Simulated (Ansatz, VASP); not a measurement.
## AlN: VASP beside Ansatz

```
CELL_PARAMETERS angstrom
3.11000 0.00000 0.00000
-1.55500 2.69334 0.00000
0.00000 0.00000 5.07960
ATOMIC_POSITIONS crystal
Al 0.66667 0.33333 0.00181
Al 0.33333 0.66667 0.50181
N 0.66667 0.33333 0.38019
N 0.33333 0.66667 0.88019
```

Change from the starting cell: z stretched by +2 %, ions relaxed.

Alike in both runs: functional PBE; k mesh 11 × 11 × 6; occupations fermi-dirac, width 0.02 eV; no spin polarisation.

Ansatz relaxed the structure, and its values are those at the end. VASP's run is a single point on that final structure, the one shown.

|  | VASP | Ansatz |
| --- | --- | --- |
| version | VASP 6.6.1 | Ansatz 0.2.0 |
| potentials or method | VASP PAW PBE potentials, release 64 (Al, N) | plane-wave PAW, scalar-relativistic |
| plane-wave cutoff (eV) | 520 | 420 |
| valence electrons in the cell | 16 | 16 |

|  | VASP | Ansatz | Ansatz less VASP |
| --- | --- | --- | --- |
| gap on the k mesh at the Fermi level (eV) | 4.13 | 4.12 | -0.010 |
| pressure (GPa) | 0.1 | 0.3 | +0.26 |

The functional is the same, so the differences come from potentials, cutoffs and numerics. Ansatz warned: «stress_scf_threshold_loose».

Caveats: an odd mesh through Γ misses points on the zone boundary, where band edges often lie.
